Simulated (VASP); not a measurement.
Wanted: the native input for a VASP 6.6.1 run.

```
Task                   : relaxation of cell and atoms
Functional             : PBE
Dispersion             : D3(BJ)
Potentials or basis    : VASP PAW PBE potentials, release 64 (Se, In_d)
Cutoff                 : 600 eV
k mesh                 : 9 × 9 × 1
Occupations            : gaussian, width 0.03 eV
Spin                   : no spin polarisation
Further INCAR settings : ALGO = Normal; EDIFF = 1e-06; IBRION = 2; EDIFFG = -0.01; NSW = 90; ISIF = 3
```

The structure of InSe lies in POSCAR:

```
InSe
1.0
    4.0000000000      0.0000000000      0.0000000000
   -2.0000000000      3.4641016200      0.0000000000
    0.0000000000      0.0000000000     48.6777120000
Se In
8 8
Direct
    0.0000000000      0.0000000000      0.1848895400
    0.0000000000      0.0000000000      0.2949545400
    0.6666666700      0.3333333300      0.3582748500
    0.6666666700      0.3333333300      0.4683398400
    0.3333333300      0.6666666700      0.5316601600
    0.3333333300      0.6666666700      0.6417251500
    0.0000000000      0.0000000000      0.7050454600
    0.0000000000      0.0000000000      0.8151104600
    0.6666666700      0.3333333300      0.2109146800
    0.6666666700      0.3333333300      0.2688600500
    0.3333333300      0.6666666700      0.3842999900
    0.3333333300      0.6666666700      0.4422453500
    0.0000000000      0.0000000000      0.5576852900
    0.0000000000      0.0000000000      0.6156306600
    0.6666666700      0.3333333300      0.7310706000
    0.6666666700      0.3333333300      0.7890159700
```

The input as run:

INCAR

```
ALGO     = Normal         # electronic algorithm
EDIFF    = 1E-6           # SCF threshold, eV
EDIFFG   = -0.01          # ionic threshold
ENCUT    = 600            # plane-wave cutoff, eV
GGA      = PE             # functional
IBRION   = 2              # ionic algorithm
ISIF     = 3              # what is computed and relaxed
ISMEAR   = 0              # smearing method
IVDW     = 12             # dispersion correction
KPAR     = 8            
LASPH    = T              # aspherical terms in the spheres
LATTICE_CONSTRAINTS= .TRUE. .TRUE. .FALSE.
LCHARG   = F              # write CHGCAR
LREAL    = F              # projectors in reciprocal space
LWAVE    = F              # write WAVECAR
NELM     = 80             # most SCF steps
NSW      = 90             # ionic steps
PREC     = Accurate       # precision mode
SIGMA    = 0.03           # smearing width, eV
```

KPOINTS

```
k-points
0
Gamma
  9 9 1
```

Potentials or basis: VASP PAW PBE potentials, release 64 (Se, In_d).

Run with:

```bash
$ cat potpaw_PBE.64/Se/POTCAR potpaw_PBE.64/In_d/POTCAR > POTCAR
$ mpirun -np 8 vasp_std > vasp.out
```

It gave:

```yaml
Relaxed_volume: 42.86 Å³/atom
Relaxed_cell: a = 4.033 Å, b = 4.033 Å, c = 48.678 Å, α = 90.00°, β = 90.00°, γ = 120.00°
Space_group_after_relaxing_to_0.05_Å: P3m1 (No. 156)
Energy_gained_by_relaxing: 4.5 meV/atom
Ionic_steps: 55
Largest_force_after_relaxing: 0.008 eV/Å
Band_gap_on_the_k_mesh: 0.68 eV, indirect (least direct gap 0.71 eV)
Dispersion_energy_per_atom: -0.279 eV
```

Caveat: spin-orbit coupling is left out, which moves the levels of the heavy elements.

Run time: 100 min on 8 MPI ranks on Intel(R) Xeon(R) 6975P-C (Granite Rapids) (shared host), peak memory 1.3 GiB a rank.
